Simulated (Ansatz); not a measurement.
**CaO: where the heat goes in a short trajectory**

These are results of DFT PBE, scalar-relativistic, plane waves, PAW (Ansatz), not measurements. Settings: plane waves to 420 eV, k-mesh 2×2×2 (shifted by 0.5, 0.5, 0.5 steps), Fermi–Dirac smearing 0.039 eV. The mesh is coarse. No spin polarisation.

16 atoms start on the lattice sites below (V = 237.4 Å³, 1.01 times the source cell's; static pressure -4.85 GPa, largest force component 0.00 eV/Å) with velocities drawn for 450 K; constant energy, fixed cell, 69 steps of 2 fs.

```
Ca O
1.0
     0.00000    4.91427   -4.91427
    -4.91427    0.00000   -4.91427
    -4.91427    4.91427    0.00000
Ca O
8 8
Cartesian
  -2.4571 2.4571 -4.9143
  -2.4571 0.0000 -2.4571
  0.0000 2.4571 -2.4571
  0.0000 0.0000 0.0000
  -4.9143 4.9143 -4.9143
  -4.9143 2.4571 -2.4571
  -2.4571 4.9143 -2.4571
  -2.4571 2.4571 0.0000
  -4.9143 4.9143 -7.3714
  -4.9143 2.4571 -4.9143
  -2.4571 4.9143 -4.9143
  -2.4571 2.4571 -2.4571
  -7.3714 7.3714 -7.3714
  -7.3714 4.9143 -4.9143
  -4.9143 7.3714 -4.9143
  -4.9143 4.9143 -2.4571
```

```
t (fs) T (K) kinetic energy (meV/atom) potential energy over the first frame (meV/atom) P with the kinetic part (GPa)
   0.0    450                       54.5                                               0.0                          -4.43
  10.0    349                       42.3                                              12.2                          -4.16
  20.0    161                       19.5                                              35.2                          -3.59
  30.0     74                        9.0                                              45.6                          -3.22
  40.0    126                       15.3                                              39.3                          -3.29
  50.0    215                       26.1                                              28.5                          -3.62
  60.0    270                       32.7                                              21.9                          -3.86
  70.0    272                       32.9                                              21.6                          -3.84
  80.0    231                       28.0                                              26.6                          -3.64
  90.0    195                       23.7                                              30.9                          -3.51
 100.0    208                       25.2                                              29.4                          -3.59
 110.0    241                       29.2                                              25.4                          -3.79
 120.0    271                       32.8                                              21.8                          -3.97
 130.0    291                       35.3                                              19.3                          -4.00
```

T counts 3N − 3 degrees of freedom. Means over every step of the second half, not only the rows shown: T = 245 K, kinetic energy 29.7 meV/atom, potential energy 24.9 meV/atom, P = -3.76 GPa.

Question: Does the potential energy follow equipartition for harmonic vibrations?

Answer: In a harmonic crystal each vibration holds as much potential as kinetic energy on average, here 29.7 meV/atom. The run has 24.9, a ratio of 0.84. That is near one, as for a crystal vibrating about its sites. At constant energy a start from the lattice sites hands about half of the kinetic energy to the potential, so T should settle near 225 K. So short a run gives a rough mean.

Question: Split the rise of pressure into the kinetic part and the rest. Can a thermal Grüneisen parameter be estimated?

Answer: The program counts the kinetic part as N k_B T/V = 0.23 GPa. The pressure lies 1.09 GPa over the static one in all, so the forces add 0.86 GPa. For a harmonic mode with ω ∝ V^(−γ) and an amplitude that scales with the cell, the forces add (2γ − 2/3)U/V, which needs no equipartition; when U equals the kinetic energy K, this and the kinetic part 2K/(3V) sum to the Mie–Grüneisen γE_th/V. With U = N × 24.9 meV, γ = 1/3 + V ΔP_forces/(2U) = 1.93, for harmonic vibrations a mean over the modes weighted by their potential energy, for uniform scaling of the cell (in a layered or otherwise anisotropic crystal this differs from γ under hydrostatic pressure). Most solids fall between 1 and 3, and tetrahedral, framework and layered ones often lower; anharmonic motion and pressure swings in a cell of 16 atoms make this value uncertain by tenths or more. The mean pressure differs by 0.3 GPa between the two halves of this window, worth 0.5 in γ, so slow motion isn't averaged out and the value is a rough guess.